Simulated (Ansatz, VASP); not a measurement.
## BeC: VASP beside Ansatz

```
Be C
1.0
     2.83770    0.00000    0.00000
    -1.41885    2.45752    0.00000
     0.00000    0.00000    4.65693
Be C
2 2
Cartesian
  0.0000 1.6383 0.0000
  1.4189 0.8192 2.3285
  0.0000 1.6383 1.7929
  1.4189 0.8192 4.1214
```

Change from the starting cell: species swapped into the SiC type (P6_3mc, No. 186).

Alike in both runs: task relaxation of cell and atoms; functional PBE; k mesh 9 × 9 × 4; occupations gaussian, width 0.1 eV; no spin polarisation.

```csv
,VASP,Ansatz
version,VASP 6.6.1,Ansatz 0.2.0
potentials or method,"VASP PAW PBE potentials, release 64 (Be, C)","scalar-relativistic, plane waves, PAW"
plane-wave cutoff (eV),600,420
valence electrons in the cell,12,12
```

|  | VASP | Ansatz | Ansatz less VASP |
| --- | --- | --- | --- |
| gap on the k mesh at the Fermi level, each at its own relaxed structure (eV) | none | none | - |
| relaxed volume (Å³/atom) | 8.16 | 8.13 | -0.026 |
| relaxed cell length with the largest relative difference (Å) | 3.183 | 3.179 | -0.0042 |
| energy change over the relaxation (meV/atom) | -423 | -422 | +1.2 |

A gap of «none» marks a metal or a gap that the smearing closes.
